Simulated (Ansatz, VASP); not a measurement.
InSe in VASP and in Ansatz

File INCAR:

```
ALGO = Normal
EDIFF = 1E-6
ENCUT = 520
ISIF = 2
ISMEAR = -1
LASPH = True
LCHARG = False
LREAL = False
LWAVE = False
NBANDS = 48
NELM = 60
PREC = Accurate
SIGMA = 0.05
```

Contents of KPOINTS:

```
k-points
0
Gamma
  8 8 2
```

Contents of POSCAR:

```
InSe
1.0
    4.0500000000      0.0000000000      0.0000000000
   -2.0250000000      3.5074028853      0.0000000000
    0.0000000000      0.0000000000     16.9300000000
In Se
4 4
Direct
    0.6666666667      0.3333333333      0.8430000000
    0.3333333333      0.6666666667      0.3430000000
    0.6666666667      0.3333333333      0.6570000000
    0.3333333333      0.6666666667      0.1570000000
    0.6666666667      0.3333333333      0.3980000000
    0.3333333333      0.6666666667      0.8980000000
    0.6666666667      0.3333333333      0.1020000000
    0.3333333333      0.6666666667      0.6020000000
```

Contents of input.yaml:

```yaml
crystal:
  lattice:
    - [4.05, 0.0, 0.0]
    - [-2.025, 3.5074028853, 0.0]
    - [0.0, 0.0, 16.93]
  atoms:
    - { symbol: In, position: [0.6666666667, 0.3333333333, 0.843] }
    - { symbol: In, position: [0.3333333333, 0.6666666667, 0.343] }
    - { symbol: In, position: [0.6666666667, 0.3333333333, 0.657] }
    - { symbol: In, position: [0.3333333333, 0.6666666667, 0.157] }
    - { symbol: Se, position: [0.6666666667, 0.3333333333, 0.398] }
    - { symbol: Se, position: [0.3333333333, 0.6666666667, 0.898] }
    - { symbol: Se, position: [0.6666666667, 0.3333333333, 0.102] }
    - { symbol: Se, position: [0.3333333333, 0.6666666667, 0.602] }
hamiltonian:
  xc: lda
  pseudopotentials: { kind: paw }
kpoints:
  mp_grid: { grid: [8, 8, 2] }
  band_path:
    path:
      - [[0.0, 0.0, 0.0], [0.5, 0.0, 0.0], [0.3333333333, 0.3333333333, 0.0], [0.0, 0.0, 0.0], [0.0, 0.0, 0.5], [0.5, 0.0, 0.5], [0.3333333333, 0.3333333333, 0.5], [0.0, 0.0, 0.5]]
      - [[0.5, 0.0, 0.5], [0.5, 0.0, 0.0]]
      - [[0.3333333333, 0.3333333333, 0.0], [0.3333333333, 0.3333333333, 0.5]]
    npoints: 10
scf:
  occupations: { method: fermi_dirac, width: 0.05 }
  n_extra_bands: 20
output:
  forces: true
  stress: true
  eigenvalues: true
  fatbands: true
```

Alike in both runs: functional LDA; k mesh 8 × 8 × 2; occupations fermi-dirac, width 0.05 eV; no spin polarisation.

```csv
,VASP,Ansatz
version,VASP 6.6.1,Ansatz 0.2.0
potentials or method,"VASP PAW LDA potentials, release 64 (In_d, Se)",Ansatz PAW
plane-wave cutoff (eV),520,420
valence electrons in the cell,76,116
task,single point,band structure
```

|  | VASP | Ansatz | Ansatz less VASP |
| --- | --- | --- | --- |
| gap on the k mesh at the Fermi level (eV) | none | none | - |
| pressure (GPa) | 3.5 | 3.4 | -0.11 |
| largest component of the traceless stress (GPa) | 4.71 | 4.63 | -0.079 |
| rms of the force components (eV/Å) | 1.269 | 1.255 | -0.0141 |

Atom by atom the forces differ by 0.015 eV/Å (rms over components). A gap of «none» marks a metal or a gap that the smearing closes. The two sets of potentials don't hold the same shells in valence.

Caveats: forces of over 1 eV/Å show positions far from the minimum, so gaps and moduli don't describe the material at rest; spin-orbit coupling is left out, which moves the levels of the heavy elements (Ansatz); the PAW data sets come from PBE, with cores solved anew for the run's functional, which leaves a small shift of forces and pressure (Ansatz).
